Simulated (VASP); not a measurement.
A run of VASP 6.6.1 is set up as follows.

Contents of INCAR:

```
SYSTEM = W7S16
  ALGO = Normal
  EDIFF = 1E-5
  ENCUT = 350
  ISIF = 2
  ISMEAR = 0
  ISPIN = 2
  ISYM = 0
  KPAR = 4
  LASPH = .TRUE.
  LCHARG = .FALSE.
  LMAXMIX = 4
  LORBIT = 11
  LREAL = Auto
  LWAVE = .FALSE.
  MAGMOM = 0 0 0 0 0 0 0 0 0 0 0 0.5 0.5 0.5 0 0 0 0 0 0.5 0.5 0.5 0
  NBANDS = 118
  NELECT = 193.0
  NELM = 120
  NUPDOWN = 3
  PREC = Accurate
  SIGMA = 0.03
```

File KPOINTS:

```
k-points
0
G
  3 3 2
  0 0 0
```

Contents of POSCAR:

```
W7S16                                   
1.0
    6.3064000000      0.0000000000      0.0000000000
   -3.1532000000      5.4615026064      0.0000000000
    0.0000000000      0.0000000000     12.3230000000
  W               S             
     7    16
Direct
     0.1762879858524634    0.8417233724295556    0.2503570074269316
     0.6610148309794804    0.3262084456973329    0.2498490029601064
     0.6626478859384269    0.8420955741098096    0.2504302019618024
     0.3338298712389805    0.1667799250549012    0.7501808067047553
     0.3336795708404619    0.6669877381883859    0.7502361671433865
     0.8335381547376572    0.1666529062645397    0.7501830443835512
     0.8336990662016541    0.6667707868095324    0.7502963319931901
     0.1671645858308744    0.3336178328013012    0.6235276423977725
     0.1671012394220916    0.8335603029407188    0.6232601311947971
     0.6671527798897572    0.3334820044393298    0.6232807543071109
     0.6668075440056913    0.8333878246169645    0.6232237269569757
     0.3314336542996583    0.1715916019036814    0.1255204195120719
     0.3350767306633306    0.6732504659542398    0.1237318032285625
     0.8333892391732600    0.1707611432669304    0.1246380626547437
     0.8335408028969763    0.6700899495506814    0.1263722411906339
     0.1670463947605046    0.3334582546965086    0.8769399837107660
     0.1671959796349103    0.8336829960436741    0.8772368181318309
     0.6672053055020097    0.3335256698178627    0.8772500615124256
     0.6668784713506845    0.8336246655860243    0.8772211476166606
     0.3337602390084241    0.1670323755472304    0.3768783070267687
     0.3295451775800919    0.6614994207520398    0.3731145019158668
     0.8301141091698016    0.1675248069767323    0.3766549830364740
     0.8330023810227993    0.6687819365520291    0.3742098530328084
```

Potentials or basis: VASP PAW LDA potentials, release 64 (W_sv, S).

The run is started by

```sh
$ cat potpaw_LDA.64/W_sv/POTCAR potpaw_LDA.64/S/POTCAR > POTCAR
$ mpirun -np 4 vasp_std > vasp.out
```

Q: What does it give for the largest force?

A: 0.185 eV/Å.

Forces in eV/Å, atoms in the order of the input:
```
W   -0.021 -0.036  0.006
W    0.006  0.030  0.000
W    0.011 -0.047  0.008
W    0.008  0.002  0.021
W    0.006  0.008  0.008
W   -0.005  0.007  0.013
W   -0.008  0.013 -0.010
S   -0.005 -0.004  0.168
S   -0.001 -0.005  0.172
S   -0.004  0.005  0.175
S    0.006 -0.001  0.181
S    0.059 -0.021  0.113
S   -0.003  0.059  0.112
S   -0.045 -0.028  0.124
S   -0.004 -0.002  0.153
S   -0.002  0.001 -0.180
S   -0.002 -0.002 -0.182
S   -0.009 -0.009 -0.185
S    0.008 -0.007 -0.184
S    0.051 -0.022 -0.112
S   -0.004  0.084 -0.106
S   -0.043 -0.027 -0.123
S    0.001  0.004 -0.173
```

Caveat: the k mesh is coarse (spacing up to 0.38 Å⁻¹), so the values aren't converged; the total moment is fixed, so each spin has its own Fermi level. The run has no spin-orbit coupling, so splittings on W are missing.
